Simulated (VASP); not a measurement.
# GaN (P6_3mc) in VASP: elastic constants with PBEsol

Aim: the elastic constants of GaN with PBEsol.

Program: VASP 6.6.1. These are calculated values, not measurements. Logs are shortened: lines on timing, memory, paths and dates and some standing lists are left out, and cuts for length are marked.

## 1. The crystal as given

The structure is hexagonal, space group P6_3mc (No. 186). The conventional cell has a = 3.181 Å, b = 3.181 Å, c = 5.182 Å, α = 90.00°, β = 90.00°, γ = 120.00°. Ga (site symmetry 3m) is surrounded by 4 N at 1.94 to 1.95 Å. N (site symmetry 3m) has 4 Ga at 1.94 to 1.95 Å as nearest neighbours.

The cell was built by a generator and needn't be a form met in nature.

## 2. Elastic constants, PBEsol

POSCAR reads:

```
GaN
1.0
    3.1805406339      0.0000000000     -0.0000000000
   -1.5902703170      2.7544289868      0.0000000000
   -0.0000000000      0.0000000000      5.1819972234
  Ga              N
     2     2
Direct
     0.3333333332999970    0.6666666667000030    0.0001050354834972
     0.6666666667000030    0.3333333332999970    0.5001050354834973
     0.3333333332999970    0.6666666667000030    0.3766949645165059
     0.6666666667000030    0.3333333332999970    0.8766949645165056
```

INCAR.step1 reads:

```
PREC     = Accurate       # precision mode
ENCUT    = 600            # plane-wave cutoff, eV
EDIFF    = 1E-8           # SCF threshold, eV
ISMEAR   = -1             # smearing method
SIGMA    = 0.05           # smearing width, eV
LREAL    = F              # projectors in reciprocal space
LASPH    = T              # aspherical terms in the spheres
NELM     = 100            # most SCF steps
ALGO     = Normal         # electronic algorithm
ISIF     = 3              # what is computed and relaxed
LWAVE    = F              # write WAVECAR
LCHARG   = F              # write CHGCAR
GGA      = PS             # functional
KPAR     = 4            
IBRION   = 2              # ionic algorithm
NSW      = 40             # ionic steps
EDIFFG   = -0.002         # ionic threshold
```

INCAR.step2 reads:

```
PREC     = Accurate       # precision mode
ENCUT    = 600            # plane-wave cutoff, eV
EDIFF    = 1E-8           # SCF threshold, eV
ISMEAR   = -1             # smearing method
SIGMA    = 0.05           # smearing width, eV
LREAL    = F              # projectors in reciprocal space
LASPH    = T              # aspherical terms in the spheres
NELM     = 100            # most SCF steps
ALGO     = Normal         # electronic algorithm
ISIF     = 3              # what is computed and relaxed
LWAVE    = F              # write WAVECAR
LCHARG   = F              # write CHGCAR
GGA      = PS             # functional
KPAR     = 4            
IBRION   = 6              # ionic algorithm
NFREE    = 2            
POTIM    = 0.015          # step
NSW      = 1              # ionic steps
```

KPOINTS reads:

```
regular mesh
0
Gamma
  10 10 6
```

Potentials or basis: VASP PAW PBE potentials, release 64 (Ga_d, N).

Started as:

```
$ cat potpaw_PBE.64/Ga_d/POTCAR potpaw_PBE.64/N/POTCAR > POTCAR
$ cp INCAR.step1 INCAR
$ mpirun -np 4 vasp_std > vasp.out
$ cp CONTCAR POSCAR
$ cp INCAR.step2 INCAR
$ mpirun -np 4 vasp_std > vasp.out
```

OUTCAR:

```text
PREC = Accurate
   ENCUT = 600
   EDIFF = 1E-8
   ISMEAR = -1
   LREAL = F
   LASPH = T
   NELM = 100
   ISIF = 3
   GGA = PS
   IBRION = 6
   NFREE = 2
   POTIM = 0.015
   NSW = 1

 ion  position               nearest neighbor table
   1  0.333  0.667  0.000-   4 1.94   4 1.94   4 1.94   3 1.95
   2  0.667  0.333  0.500-   3 1.94   3 1.94   3 1.94   4 1.95
   3  0.333  0.667  0.377-   2 1.94   2 1.94   2 1.94   1 1.95
   4  0.667  0.333  0.877-   1 1.94   1 1.94   1 1.94   2 1.95

  LATTYP: Found a hexagonal cell.
 ALAT       =     3.1803608083
 C/A-ratio  =     1.6294453591

  Lattice vectors:

 A1 = (   3.1803608083,   0.0000000000,   0.0000000000)
 A2 = (  -1.5901804042,   2.7542732532,   0.0000000000)
 A3 = (   0.0000000000,   0.0000000000,   5.1822241593)

Analysis of symmetry for initial positions (statically):
=====================================================================
 Subroutine PRICEL returns:
 Original cell was already a primitive cell.

 Routine SETGRP: Setting up the symmetry group for a
 hexagonal supercell.

 Subroutine GETGRP returns: Found 12 space group operations
 (whereof  6 operations were pure point group operations)
 out of a pool of 24 trial point group operations.

The static configuration has the point symmetry C_3v.
 The point group associated with its full space group is C_6v.

Analysis of symmetry for dynamics (positions and initial velocities):
=====================================================================
 Subroutine PRICEL returns:
 Original cell was already a primitive cell.

 Routine SETGRP: Setting up the symmetry group for a
 hexagonal supercell.

 Subroutine GETGRP returns: Found 12 space group operations
 (whereof  6 operations were pure point group operations)
 out of a pool of 24 trial point group operations.

The dynamic configuration has the point symmetry C_3v.
 The point group associated with its full space group is C_6v.

 Subroutine INISYM returns: Found 12 space group operations
 (whereof  6 operations are pure point group operations),
 and found     1 'primitive' translations

----------------------------------------------------------------------------------------

                                     Primitive cell

  volume of cell :      45.3941

  direct lattice vectors                    reciprocal lattice vectors
     3.180360808  0.000000000  0.000000000     0.314429733  0.181536091  0.000000000
    -1.590180404  2.754273253  0.000000000    -0.000000000  0.363072182  0.000000000
     0.000000000  0.000000000  5.182224159     0.000000000  0.000000000  0.192967338

  length of vectors
     3.180360808  3.180360808  5.182224159     0.363072182  0.363072182  0.192967338

  position of ions in fractional coordinates (direct lattice)
     0.333333333  0.666666667  0.000097425
     0.666666667  0.333333333  0.500097425
     0.333333333  0.666666667  0.376702575
     0.666666667  0.333333333  0.876702575

  ion indices of the primitive-cell ions
   primitive index   ion index
                 1           1
                 2           2
                 3           3
                 4           4

----------------------------------------------------------------------------------------

 KPOINTS: regular mesh

Automatic generation of k-mesh.
 Grid dimensions read from file:
 generate k-points for:   10   10    6

 Generating k-lattice:

  Cartesian coordinates                     Fractional coordinates (reciprocal lattice)
[... 93 lines left out ...]
  energy-cutoff  :      600.00
  volume of cell :       45.39
 maximum number of plane-waves:      1533
 NGX is ok and might be reduce to    28
   NGX = 13   NGY = 13   NGZ = 21

--------------------------------------- Ionic step        1  -------------------------------------------

 number of electron      35.9999995 magnetization

 Free energy of the ion-electron system (eV)
  ---------------------------------------------------
  ext. energy  EPLUGINS =         0.00000000
  ---------------------------------------------------
  free energy    TOTEN  =       -26.27209543 eV

  energy without entropy =      -26.27209543  energy(sigma->0) =      -26.27209543

------------------------ aborting loop because EDIFF is reached ----------------------------------------

  FORCE on cell =-STRESS in cart. coord.  units (eV):
  Direction    XX          YY          ZZ          XY          YZ          ZX
  --------------------------------------------------------------------------------------
  -------------------------------------------------------------------------------------
  Total       -0.0003023     -0.0003023      0.0020843      0.0000000      0.0000000      0.0000000
  in kB       -0.0106702     -0.0106702      0.0735649      0.0000000      0.0000000      0.0000000
  external PRESSURE =       0.0174082 kB  Pullay stress =       0.0000000 kB
[... 95 lines left out ...]
  FREE ENERGIE OF THE ION-ELECTRON SYSTEM (eV)
  ---------------------------------------------------
  free  energy   TOTEN  =       -26.2586877195 eV

  energy  without entropy=      -26.2586877194  energy(sigma->0) =      -26.25868772

[... ionic steps 4 to 18 ...]

--------------------------------------- Ionic step       19  -------------------------------------------

 number of electron      35.9999995 magnetization

------------------------ aborting loop because EDIFF is reached ----------------------------------------
[... 71 lines left out ...]
--------------------------------------- Ionic step       21  -------------------------------------------

 number of electron      35.9999995 magnetization

 Free energy of the ion-electron system (eV)
  ---------------------------------------------------
  ext. energy  EPLUGINS =         0.00000000
  ---------------------------------------------------
  free energy    TOTEN  =       -26.27008470 eV

  energy without entropy =      -26.27008470  energy(sigma->0) =      -26.27008470

 E-fermi :   6.2571     XC(G=0): -11.9395

 val. band max:        5.2661206487   @ k =   0.0000   0.0000   0.0000
 cond. band min:       7.1631228870   @ k =   0.0000   0.0000   0.0000
 fundamental gap:      1.8970022383
 Fermi energy:         6.2570516215

 k-point     1 :       0.0000    0.0000    0.0000
  band No.  band energies     occupation
      1     -10.7773      2.00000
      2      -9.7974      2.00000
      3      -8.1529      2.00000
      4      -8.1326      2.00000
      5      -8.1326      2.00000
      6      -8.0675      2.00000
[... 589 lines left out ...]
     21      12.2286      0.00000
     22      13.3745      0.00000

 [... further k-points ...]

------------------------ aborting loop because EDIFF is reached ----------------------------------------

  FORCE on cell =-STRESS in cart. coord.  units (eV):
  Direction    XX          YY          ZZ          XY          YZ          ZX
  --------------------------------------------------------------------------------------
  -------------------------------------------------------------------------------------
  Total       -0.0761900     -0.0761900      0.1592934      0.0000000     -0.0000000      0.0000000
  in kB       -2.6891140     -2.6891140      5.6222332      0.0000000     -0.0000000      0.0000000
  external PRESSURE =       0.0813350 kB  Pullay stress =       0.0000000 kB
[... 19 lines left out ...]
  FREE ENERGIE OF THE ION-ELECTRON SYSTEM (eV)
  ---------------------------------------------------
  free  energy   TOTEN  =       -26.2700846988 eV

  energy  without entropy=      -26.2700846987  energy(sigma->0) =      -26.27008470

 INTERNAL STRAIN TENSORS FROM STRAINED CELLS
 ============================================

 INTERNAL STRAIN TENSOR FOR ION    1 for displacements in x,y,z  (eV/Angst):
          X           Y           Z          XY          YZ          ZX
  --------------------------------------------------------------------------------
  x     0.00000    -0.00000     0.00000    -7.91339     0.00000    -5.37352
  y    -7.95282     7.98065    -0.00000    -0.00005    -5.37076    -0.00009
  z    -5.20528    -5.21199     9.84251    -0.00026     0.00006    -0.00004

 INTERNAL STRAIN TENSORS FROM DISPLACED ATOMS
 ============================================

 INTERNAL STRAIN TENSOR FOR ION    1 for displacements in x,y,z  (eV/Angst):
          X           Y           Z          XY          YZ          ZX
  --------------------------------------------------------------------------------
  x     0.00000    -0.00000    -0.00000    -7.92670     0.00000    -5.38087
  y    -7.92670     7.92670     0.00000    -0.00000    -5.38084     0.00000
  z    -5.17684    -5.17684     9.78552     0.00000     0.00000     0.00000

 INTERNAL STRAIN TENSOR FOR ION    4 for displacements in x,y,z  (eV/Angst):
          X           Y           Z          XY          YZ          ZX
  --------------------------------------------------------------------------------
  x    -0.00000     0.00000    -0.00000     9.29341    -0.00000     5.36846
  y     9.29341    -9.29341    -0.00000     0.00000     5.36843    -0.00000
  z     5.21180     5.21180    -9.77910    -0.00000     0.00000     0.00000

 Eigenvectors and eigenvalues of the dynamical matrix
 ----------------------------------------------------

   1 f  =   20.330361 THz   127.739424 2PiTHz  678.147839 cm-1    84.079578 meV
             X         Y         Z           dx          dy          dz
     -0.000000  1.836182  0.000505     0.000000    0.000000    0.034449
      1.590180  0.918091  2.591617     0.000000    0.000000   -0.034449
     -0.000000  1.836182  1.952157     0.000000    0.000000   -0.706267
      1.590180  0.918091  4.543269    -0.000000   -0.000000    0.706267
[... 71 lines left out ...]
  12 f/i=    0.003020 THz     0.018978 2PiTHz    0.100751 cm-1     0.012492 meV
             X         Y         Z           dx          dy          dz
     -0.000000  1.836182  0.000505    -0.000000    0.000000   -0.645336
      1.590180  0.918091  2.591617    -0.000000    0.000000   -0.645336
     -0.000000  1.836182  1.952157    -0.000000    0.000000   -0.289036
      1.590180  0.918091  4.543269    -0.000000    0.000000   -0.289036

--------------------------------------------------------------------------------------------------------

 ELASTIC MODULI CONTR FROM IONIC RELAXATION (kBar)
 Direction    XX          YY          ZZ          XY          YZ          ZX
 --------------------------------------------------------------------------------
 XX        -611.8088    283.2509    309.3813      0.0000      0.0000     -0.0000
 YY         283.2509   -611.8088    309.3813      0.0000     -0.0000      0.0000
 ZZ         309.3813    309.3813   -582.6481     -0.0000      0.0000      0.0000
 XY           0.0000      0.0000     -0.0000   -447.5298      0.0000      0.0000
 YZ          -0.0000      0.0000      0.0000      0.0000   -161.5135      0.0000
 ZX          -0.0000      0.0000      0.0000      0.0000      0.0000   -161.5153
 --------------------------------------------------------------------------------

 TOTAL ELASTIC MODULI (kBar)
 Direction    XX          YY          ZZ          XY          YZ          ZX
 --------------------------------------------------------------------------------
 XX        3453.7835   1277.8040    918.3713     -0.0000      0.0000     -0.0000
 YY        1277.8040   3453.7835    918.3713     -0.0000     -0.0000      0.0000
 ZZ         918.3713    918.3713   3842.8621     -0.0000      0.0000      0.0000
 XY          -0.0000     -0.0000     -0.0000   1087.9898      0.0000      0.0000
 YZ          -0.0000      0.0000      0.0000      0.0000    917.3217     -0.0000
 ZX          -0.0000      0.0000      0.0000      0.0000     -0.0000    917.3201
 --------------------------------------------------------------------------------
```

Run time: 6.9 min. Hardware: 4 MPI ranks of Intel Xeon 6975P-C (Granite Rapids), shared host; peak memory 0.62 GiB.

What came out:

```
Voigt bulk modulus                                      : 189 GPa
Highest phonon frequency at Γ, LO-TO splitting left out : 678 cm⁻¹
```

Phonon frequencies in cm⁻¹ (negative: imaginary):
| q point | frequencies |
| --- | --- |
| (0.000, 0.000, 0.000) | 0 0 0 137 137 328 520 543 543 551 551 678 |

Elastic tensor in Voigt notation (GPa, in the Cartesian axes of the cell as first typed):
```
345 128  92   0   0   0
128 345  92   0   0   0
 92  92 384   0   0   0
  0   0   0  92   0   0
  0   0   0   0  92   0
  0   0   0   0   0 109
```

Clamped-ion elastic tensor (GPa):
```
407  99  61   0   0   0
 99 407  61   0   0   0
 61  61 443   0   0   0
  0   0   0 108   0   0
  0   0   0   0 108   0
  0   0   0   0   0 154
```

Caveat: the PAW data sets were made with another functional, which shifts forces and pressure a little.
